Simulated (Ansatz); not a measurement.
# Cu3Au: pressure against volume, fitted

```xyz
4
Lattice="3.7400 0.0000 0.0000 0.0000 3.7400 0.0000 0.0000 0.0000 3.7400" Properties=species:S:1:pos:R:3 pbc="T T T"
Cu    0.0000    1.8700    1.8700
Cu    1.8700    0.0000    1.8700
Cu    1.8700    1.8700    0.0000
Au    0.0000    0.0000    0.0000
```

Atom numbers follow the list: Cu1, Cu2, Cu3, Au4.

The geometry is COD entry 9013496, unchecked; take it as a test cell.

Spin–orbit coupling is left out, though it moves levels of the heavy atoms by tenths of an eV or more.

Computed with DFT, LDA, all-electron LAPW, scalar-relativistic (Ansatz 0.2.0).

Settings: a Γ-centred 9×9×9 k mesh, Fermi–Dirac smearing of 0.08 eV, basis error target 1 meV/atom, no spin polarisation.

The cell is scaled evenly. Fractional coordinates are held (clamped ions).

```json
{"V (Å³/atom)": "12.294", "P (GPa)": "1.32"}
{"V (Å³/atom)": "12.817", "P (GPa)": "-6.09"}
{"V (Å³/atom)": "12.948", "P (GPa)": "-7.66"}
{"V (Å³/atom)": "13.078", "P (GPa)": "-9.12"}
{"V (Å³/atom)": "13.209", "P (GPa)": "-10.50"}
{"V (Å³/atom)": "13.340", "P (GPa)": "-11.78"}
{"V (Å³/atom)": "13.602", "P (GPa)": "-14.10"}
{"V (Å³/atom)": "13.863", "P (GPa)": "-16.13"}
```

(1) Fit a third-order Birch–Murnaghan curve to the pressures.

(2) Predict the pressure at the withheld volume, 12.555 Å³/atom.

Results:

(1) P = (3B0/2)(y^(7/2) − y^(5/2))[1 + (3/4)(B0′ − 4)(y − 1)] with y = (V0/V)^(2/3) fits within 0.01 GPa for V0 = 12.377 Å³/atom, B0 = 191.2 GPa and B0′ = 5.22.

(2) There y = 0.9905, so the fit gives -2.63 GPa; the run gave -2.63 GPa.
